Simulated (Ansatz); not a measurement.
The system is TiO2.

```
Ti O
1.0
     4.59984    0.00000    0.00000
     0.00000    4.59984    0.00000
     0.00000    0.00000    2.95921
Ti O
2 4
Direct
  0.00000 0.00000 0.50000
  0.50000 0.50000 0.00000
  0.30432 0.30432 0.50000
  0.19568 0.80432 0.00000
  0.80432 0.19568 0.00000
  0.69568 0.69568 0.50000
```

The cell is a database's computed one.

| Quantity | Value |
| --- | --- |
| Program | Ansatz 0.2.0 |
| Task | relaxation of cell and atoms |
| Functional | PBEsol |
| Dispersion | D4 |
| Potentials or basis | Ansatz PAW |
| Cutoff | 420 eV (not typed: the program's choice for these potentials) |
| k mesh | 6 × 6 × 9 |
| Occupations | fermi-dirac, width 0.05 eV |
| Spin | no spin polarisation |

At the start: volume 10.44 Å³/atom.

Q: How do energy, volume and symmetry change on relaxing?

A: It ends after 7 steps and the volume is 10.22 Å³/atom (-2.0 %); space group P4_2/mnm (No. 136, to 0.05 Å).

Step by step:
```csv
step,energy change (eV),largest force (eV/Å),volume (Å³)
1,0.0000,0.0829,62.61
2,-0.0234,0.0470,61.70
3,-0.0266,0.0004,61.35
4,-0.0266,0.0042,61.37
5,-0.0211,0.0043,61.37
6,-0.0213,0.0000,61.33
7,-0.0212,0.0000,61.33
```

Final structure:
```xyz
6
Lattice="4.5724 0.0000 0.0000 0.0000 4.5724 0.0000 0.0000 0.0000 2.9336" Properties=species:S:1:pos:R:3 pbc="T T T"
Ti    0.0000    0.0000    1.4668
Ti    2.2862    2.2862    0.0000
O     1.3909    1.3909    1.4668
O     0.8953    3.6771    0.0000
O     3.6771    0.8953    0.0000
O     3.1815    3.1815    1.4668
```

Caveat: the plane-wave basis is chosen anew once the cell has moved, so the energies of steps on either side of that aren't comparable; the pressure holds a Pulay correction of +0.8 GPa for the finite cutoff; the PAW data sets come from PBE, with cores solved anew for the run's functional, which leaves a small shift of forces and pressure.
